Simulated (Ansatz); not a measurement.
# Cu: strong compression

An exercise on one series of results from a longer session: the logs are not shown, and one member is left open.

Program: Ansatz 0.2.0. Level of theory: DFT, PBE, PAW with Ansatz's default frozen-core files, scalar-relativistic. These are calculated values, not measurements.

1 further run of the same task is left out (it didn't finish).

## The starting structure

The structure is hexagonal, space group P6/mmm (No. 191). The conventional cell has a = 4.057 Å, b = 4.057 Å, c = 2.515 Å, α = 90.00°, β = 90.00°, γ = 120.00°. Cu (site symmetry 6/mmm) has 14 Cu at 2.52 to 2.66 Å as nearest neighbours. Around Cu (site symmetry -6m2) lie 11 Cu at 2.34 to 2.66 Å.

As a file:

```cif
data_structure
_symmetry_space_group_name_H-M 'P6/mmm'
_symmetry_Int_Tables_number 191
_cell_length_a 4.0568
_cell_length_b 4.0568
_cell_length_c 2.5152
_cell_angle_alpha 90.000
_cell_angle_beta 90.000
_cell_angle_gamma 120.000
_cell_volume 35.85
loop_
_atom_site_label
_atom_site_type_symbol
_atom_site_symmetry_multiplicity
_atom_site_Wyckoff_symbol
_atom_site_fract_x
_atom_site_fract_y
_atom_site_fract_z
_atom_site_occupancy
Cu1 Cu 1 a 0.00000 0.00000 0.00000 1
Cu2 Cu 2 d 0.33333 0.66667 0.50000 1
```

The file gives the conventional cell by its symmetry; the runs use the cell typed in the input.

Whether this phase is the stable one at these pressures isn't tested.

Atoms are numbered in the order of the input: Cu1, Cu2, Cu3.

The first run:

input.yaml reads:

```yaml
crystal:
  lattice:
    - [4.0568499635, 0.0, 0.0]
    - [-2.0284249817, 3.5133351277, 0.0]
    - [0.0, 0.0, 2.5152469774]
  atoms:
    - { symbol: Cu, position: [0.0, 0.0, 0.0] }
    - { symbol: Cu, position: [0.3333333333, 0.6666666667, 0.5] }
    - { symbol: Cu, position: [0.6666666667, 0.3333333333, 0.5] }
kpoints:
  mp_grid: { grid: [9, 9, 12] }
scf:
  occupations: { method: fermi_dirac, width: 0.08 }
hamiltonian:
  xc: pbe
  pseudopotentials: { kind: paw }
output:
  forces: true
  stress: true
relax:
  f_tol: 0.005
  max_steps: 40
  cell: {}
```

Command:

```
> ansatz run input.yaml --threads 1 --pin off --max-ram 3072MiB --backend cpu --events-out ev --progress --plain --runs-dir out
```

Steps of the session up to this table: Cell relaxed at zero pressure, PAW; Volume scaled by 1, PAW; Shape and atoms relaxed at 0.88 of the volume, PAW; Volume scaled by 0.88, PAW; Shape and atoms relaxed at 0.78 of the volume, PAW; Volume scaled by 0.78, PAW; Shape and atoms relaxed at 0.5 of the volume, PAW; Volume scaled by 0.5, PAW; Volume scaled by 0.5, PAW (partial_waves polarizable); Shape and atoms relaxed at 0.43 of the volume, PAW; Volume scaled by 0.43, PAW; Volume scaled by 0.43, PAW (cutoff 600 eV).

One table of the session follows, with a row left open; its other results are not shown here.

```
                         method  volume over the first  volume (Å³/atom)  pressure (GPa)
                            PAW                      1            12.174           -0.01
                            PAW                   0.88            10.713           23.71
                            PAW                   0.78                 ?               ?
                            PAW                    0.5             6.087          514.63
                            PAW                   0.43             5.235          894.32
            PAW (cutoff 600 eV)                   0.43             5.235          893.82
PAW (partial_waves polarizable)                    0.5             6.087          514.60
```

Q: Estimate the row for PAW, 0.78 from the others.

The run gave: volume (Å³/atom): 9.496; pressure (GPa): 62.34. In the column «volume (Å³/atom)» it lies between PAW (partial_waves polarizable), 0.5 (6.087) and PAW, 0.88 (10.713).
